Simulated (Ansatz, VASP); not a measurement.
**One calculation of Ti, two programs**

```
Ti
1.0
    -1.60750    1.60750    1.60750
     1.60750   -1.60750    1.60750
     1.60750    1.60750   -1.60750
Ti
1
Cartesian
  0.0000 0.0000 0.0000
```

Change from the starting cell: volume scaled by 0.94, PAW files.

Alike in both runs: task electric field gradients; functional PBEsol; k mesh 14 × 14 × 14; occupations fermi-dirac, width 0.05 eV; no spin polarisation.

|  | VASP | Ansatz |
| --- | --- | --- |
| version | VASP 6.6.1 | Ansatz 0.2.0 |
| potentials or method | VASP PAW PBE potentials, release 64 (Ti_sv) | PAW with Ansatz's default frozen-core files, scalar-relativistic |
| plane-wave cutoff (eV) | 520 | 420 |
| valence electrons in the cell | 12 | 12 |

|  | VASP | Ansatz | Ansatz less VASP |
| --- | --- | --- | --- |
| pressure (GPa) | -0.8 | -0.5 | +0.27 |
| Vzz of the field gradient on the site that differs most (V/Å²) | 0.0 | 0.0 | 0.00 |

With one functional, cell and mesh, what is left measures potentials, basis and numerics.

Caveats: the PAW data sets were made with another functional, which shifts forces and pressure a little (VASP).
